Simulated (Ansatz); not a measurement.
# How far is PAW off for HgTe?

```
Hg Te
1.0
     0.00000    2.92150    2.92150
     2.92150    0.00000    2.92150
     2.92150    2.92150    0.00000
Hg Te
1 1
Direct
  0.00000 0.00000 0.00000
  0.50000 0.50000 0.50000
```

Atoms are numbered in the order listed.

The cell comes from COD entry 1538296, which wasn't checked; take it as a given geometry.

No spin–orbit coupling, which matters for the heavy atoms here.

All numbers are computed: DFT, PBE, PAW with Ansatz's default frozen-core files, scalar-relativistic (Ansatz 0.2.0); DFT, PBE, all-electron PAW with datasets made for the crystal, scalar-relativistic (Ansatz 0.2.0); DFT, PBE, all-electron LAPW, scalar-relativistic (Ansatz 0.2.0).

For PAW: a Γ-centred 12×12×12 k mesh, Fermi–Dirac smearing of 0.08 eV, cutoff 420 eV, no spin polarisation. The crystal-made all-electron datasets (AE datasets) take a cutoff of 260 eV at this cell. LAPW targets a basis error of 1 meV/atom. The Ansatz runs share mesh, smearing and spin set-up. Plane-wave (PAW) pressures include the program's estimate of the Pulay term.

Stress and pressure are positive in compression.

Levels count from the Fermi level.

| quantity | PAW | AE datasets | LAPW |
| --- | --- | --- | --- |
| pressure (GPa) | 10.45 | 10.45 | 10.45 |
| highest filled level at Γ (eV) | -0.330 | -0.330 | -0.330 |
| lowest empty level at Γ (eV) | 7.790 | 7.790 | 7.790 |
| highest filled level at X (eV) | -2.810 | -2.810 | -2.810 |
| lowest empty level at X (eV) | 4.695 | 4.694 | 4.694 |

PAW's pressure differs from the LAPW value by about 0.01 GPa or less. Datasets made for the crystal and LAPW share parts of one code, so their agreement isn't an independent check.
